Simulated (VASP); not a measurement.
HgTe in VASP 6.6.1, relaxation

INCAR

```
ISMEAR = -1
SIGMA = 0.02
EDIFF = 1E-7
LASPH = .TRUE.
NSW = 40
PREC = Accurate
ISIF = 3
GGA = CA
NELM = 62
EDIFFG = 1E-5
IBRION = 2
NBANDS = 16
PSTRESS = 20
LWAVE = .FALSE.
ENCUT = 600
LCHARG = .FALSE.
LREAL = .FALSE.
```

KPOINTS

```
KPOINTS created by Atomic Simulation Environment
0
Gamma
6 6 6
0 0 0
```

POSCAR

```
Hg Te
 1.0000000000000000
     0.0000000000000000    3.0695573675518215    3.0695573675518215
     3.0695573675518215    0.0000000000000000    3.0695573675518215
     3.0695573675518215    3.0695573675518215   -0.0000000000000000
 Hg  Te
   1   1
Cartesian
 -0.0000000000000000 -0.0000000000000000  0.0000000000000000
  3.0695573675518215  3.0695573675518215  3.0695573675518215
```

The recommended LDA PAW datasets give the neutral cell 18 valence electrons.

Command

```
mpirun -np 1 vasp_std
```

Question: How does this run end, and what does it give?

Answer: It converged. Results: relaxed cell vector lengths 4.174, 4.174, 4.174 Å; relaxed cell volume 51.41 Å³.

OSZICAR

```
N       E                     dE             d eps       ncg     rms          rms(c)
DAV:   1     0.110851250667E+03    0.11085E+03   -0.88817E+03   520   0.111E+03
DAV:   2    -0.127115185435E+01   -0.11212E+03   -0.10345E+03   576   0.243E+02
DAV:   3    -0.504207849218E+01   -0.37709E+01   -0.37564E+01   640   0.449E+01
DAV:   4    -0.507020323560E+01   -0.28125E-01   -0.28123E-01   656   0.372E+00
DAV:   5    -0.507072246246E+01   -0.51923E-03   -0.51922E-03   656   0.457E-01    0.675E+00
DAV:   6    -0.488333644635E+01    0.18739E+00   -0.39085E-01   584   0.794E+00    0.531E+00
DAV:   7    -0.487471220525E+01    0.86242E-02   -0.55085E-02   616   0.162E+00    0.202E+00
DAV:   8    -0.487248028736E+01    0.22319E-02   -0.49021E-03   608   0.794E-01    0.430E-01
DAV:   9    -0.487222612251E+01    0.25416E-03   -0.37342E-04   664   0.182E-01    0.459E-02
DAV:  10    -0.487222832349E+01   -0.22010E-05   -0.35540E-05   624   0.520E-02    0.304E-02
...
DAV:   2    -0.501708057565E+01    0.55953E+00   -0.12471E+00   560   0.149E+01    0.282E+00
DAV:   3    -0.496025034045E+01    0.56830E-01   -0.10767E-01   616   0.320E+00    0.246E+00
DAV:   4    -0.494696219433E+01    0.13288E-01   -0.18017E-02   536   0.792E-01    0.564E-01
DAV:   5    -0.494632360562E+01    0.63859E-03   -0.16469E-03   624   0.397E-01    0.408E-01
DAV:   6    -0.494627199265E+01    0.51613E-04   -0.22036E-04   528   0.106E-01    0.239E-01
DAV:   7    -0.494621164325E+01    0.60349E-04   -0.11322E-04   632   0.138E-01    0.282E-02
DAV:   8    -0.494621368139E+01   -0.20381E-05   -0.21389E-05   560   0.353E-02    0.169E-02
DAV:   9    -0.494621346406E+01    0.21733E-06   -0.11760E-06   520   0.112E-02    0.707E-03
DAV:  10    -0.494621346344E+01    0.62846E-09   -0.94565E-08   304   0.243E-03
   3 F= -.43044720E+01 E0= -.43029018E+01  d E =-.154308E+00
```

```csv
ionic step,ΔH (meV/atom),volume (Å³),largest force (eV/Å),pressure (GPa),electronic steps
1,0.0,57.84,0.000,-4.78,13
2,-50.0,48.20,0.000,7.83,10
3,-77.2,51.41,0.000,1.96,10
```

 The volume moved far on the plane waves of the start cell, so a restart from CONTCAR is due.

For comparison, a separate LDA relaxation on usual settings, not on those above, ends at 52.83 Å³.
